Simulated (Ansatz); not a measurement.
**MgTe: do energies and stresses tell the same story?**

Theory: Ansatz 0.2.0, DFT r2SCAN, scalar-relativistic, plane waves, PAW.

Plane waves to 500 eV, a k mesh through Γ of 6×6×4 on the computed 4-atom cell and Gaussian smearing (0.02 eV); no spin polarisation.

Relaxed cell: P6_3mc, a = 4.577 Å, b = 4.577 Å, c = 7.452 Å, α = 90.00°, β = 90.00°, γ = 120.00°, 4 atoms in the primitive cell.

Energies at zero smearing and pressures from the stress tensor, at volumes with shape and atoms relaxed:
```json
{"V (Å³/atom)": "31.779", "E − E(first) (meV/atom)": "0.00", "P (GPa)": "2.63"}
{"V (Å³/atom)": "32.793", "E − E(first) (meV/atom)": "-12.09", "P (GPa)": "1.22"}
{"V (Å³/atom)": "33.807", "E − E(first) (meV/atom)": "-15.87", "P (GPa)": "0.01"}
{"V (Å³/atom)": "34.822", "E − E(first) (meV/atom)": "-12.54", "P (GPa)": "-1.03"}
{"V (Å³/atom)": "35.836", "E − E(first) (meV/atom)": "-3.10", "P (GPa)": "-1.93"}
```

Problem. Check P = −dE/dV between neighbouring volumes, and get the bulk modulus from the pressures alone.

Solution. With 1 eV/Å³ = 160.2 GPa:
```json
{"middle V (Å³/atom)": "32.286", "−ΔE/ΔV (GPa)": "1.909", "mean P (GPa)": "1.927"}
{"middle V (Å³/atom)": "33.300", "−ΔE/ΔV (GPa)": "0.598", "mean P (GPa)": "0.614"}
{"middle V (Å³/atom)": "34.314", "−ΔE/ΔV (GPa)": "-0.526", "mean P (GPa)": "-0.513"}
{"middle V (Å³/atom)": "35.329", "−ΔE/ΔV (GPa)": "-1.492", "mean P (GPa)": "-1.481"}
```

The two differ by 0.02 GPa at most. The mean of two end pressures misses the average over a step by about ΔV² P″/12, up to 0.02 GPa here; with that taken off 0.00 GPa remains. Around V = 33.807 Å³/atom, the two neighbours give B = −V ΔP/ΔV = 33.807 × 2.25 / 2.028 = 37.6 GPa, against B0 = 37.4 GPa from the Birch–Murnaghan fit of the energies.

Cost: 6 runs of about 6.6 core-minutes in all, on Arm Neoverse V1 (shared hosts).